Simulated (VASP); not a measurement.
## Ru: single point with PBE

Crystal: Ru.

```
CELL_PARAMETERS angstrom
-1.52702 1.52702 1.52702
1.52702 -1.52702 1.52702
1.52702 1.52702 -1.52702
ATOMIC_POSITIONS crystal
Ru 0.00000 0.00000 0.00000
```

The cell was built by a generator and needn't be a form met in nature.

* Program: VASP 6.6.1
* Task: single point
* Functional: PBE
* Potentials or basis: VASP PAW PBE potentials, release 64 (Ru_pv)
* Cutoff: 520 eV
* k mesh: 20 × 20 × 20
* Occupations: gaussian, width 0.05 eV
* Spin: non-collinear spin, zero start, spin-orbit coupling
* Starting moments: [[0.0, 0.0, 0.0]] μB

| Property | Result |
| --- | --- |
| Pressure | 0.0 GPa |
| Net moment | 0.00 μB per cell |
| Valence electrons inside the program's atomic spheres | Ru 12.59 |

Moments on the atoms (μB; x, y, z):
```
Ru  0.00 0.00 0.00
```

Wall time 3.5 min on 1 thread of AMD EPYC 7R43 64-Core Processor (Zen 3), on a shared host, peak memory 0.21 GiB.
